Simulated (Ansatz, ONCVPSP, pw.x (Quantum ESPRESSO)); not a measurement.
# pw.x on sc P: one setting changed

Potential: optimised norm-conserving Vanderbilt (ONCV), ONCVPSP 4.0.1.1 (patched build), PBE; core [Ne], reference 3s2 3p3; waves: 3s: rc 1.70 bohr, ncon 4, nbas 7, qcut 4.2 1/bohr, 1 projector; 3p: rc 1.50 bohr, ncon 4, nbas 7, qcut 6.4 1/bohr, 2 projectors, debl 1 Ha; d scattering state at 0.25 Ha: rc 1.60 bohr, ncon 4, nbas 9, qcut 5.5 1/bohr, 1 projector; local part: polynomial inside 1.30 bohr (lpopt 5, dvloc0 4 Ha); core correction: Teter function, fcfact 5.25, rcfact 1.45.

The reference run (k-mesh 13³, cutoffs 85/340 Ry, Fermi–Dirac 0.01 Ry, mixing_beta 0.4, conv_thr 1e-9, no spin) gives -0.22 GPa at 14.621 Å³/atom, where all-electron LAPW gives 0.27 GPa. This run, with its own iteration cap, changes k-mesh points per axis to 3.

```
&control
  calculation='scf', prefix='x', pseudo_dir='./', outdir='./tmp', tstress=.true., disk_io='none'
/
&system
  ibrav=0, nat=1, ntyp=1, ecutwfc=85, ecutrho=340, nbnd=9,
  occupations='smearing', smearing='fd', degauss=0.01
/
&electrons
  conv_thr=1e-09, mixing_beta=0.4, electron_maxstep=50
/
ATOMIC_SPECIES
P 1.0 P.UPF
CELL_PARAMETERS angstrom
  2.44526365 0.00000000 0.00000000
  0.00000000 2.44526365 0.00000000
  0.00000000 0.00000000 2.44526365
ATOMIC_POSITIONS crystal
P 0.0000 0.0000 0.0000
K_POINTS automatic
3 3 3 0 0 0
```

```bash
pw.x < P.scf.in > P.scf.out
```

**Question.** How does the run end?

**Answer.** It converges in 6 iterations; the free energy moves by +209.3 meV/atom and the pressure by -3.57 GPa.

```
Message from routine setup:
     using ibrav=0 with symmetry is DISCOURAGED, use correct ibrav instead
     lattice parameter (alat)  =       4.6209  a.u.
     unit-cell volume          =      98.6674 (a.u.)^3
     number of electrons       =         5.00
     number of Kohn-Sham states=            9
     kinetic-energy cutoff     =      85.0000  Ry
     charge density cutoff     =     340.0000  Ry
     scf convergence threshold =      1.0E-09
     Exchange-correlation= PBE
     number of k points=     4  Fermi-Dirac smearing, width (Ry)=  0.0100
     iteration #  1     ecut=    85.00 Ry     beta= 0.40
     total energy              =     -14.66220400 Ry
     estimated scf accuracy    <       0.00471205 Ry
     iteration #  2     ecut=    85.00 Ry     beta= 0.40
     total energy              =     -14.66229983 Ry
     estimated scf accuracy    <       0.00170897 Ry
     iteration #  3     ecut=    85.00 Ry     beta= 0.40
     total energy              =     -14.66231632 Ry
     estimated scf accuracy    <       0.00000323 Ry
     iteration #  4     ecut=    85.00 Ry     beta= 0.40
     total energy              =     -14.66231948 Ry
     estimated scf accuracy    <       0.00000002 Ry
     iteration #  5     ecut=    85.00 Ry     beta= 0.40
     total energy              =     -14.66231952 Ry
     estimated scf accuracy    <          3.6E-09 Ry
     iteration #  6     ecut=    85.00 Ry     beta= 0.40
     the Fermi energy is     8.9001 ev
!    total energy              =     -14.66231953 Ry
     estimated scf accuracy    <          2.8E-10 Ry
     smearing contrib. (-TS)   =      -0.00783192 Ry
     The total energy is F=E-TS. E is the sum of the following terms:
     one-electron contribution =       5.43104384 Ry
     hartree contribution      =       0.41030327 Ry
     xc contribution           =      -5.14541262 Ry
     ewald contribution        =     -15.35042210 Ry
     convergence has been achieved in   6 iterations
          total   stress  (Ry/bohr**3)                   (kbar)     P=      -37.92
     Message from routine punch:
     Nothing written, as per user request (disk_io='none')
```

The run took about 0.7 s on one core of a shared host (Neoverse-V2, 96 threads, 742 GiB, load 90).
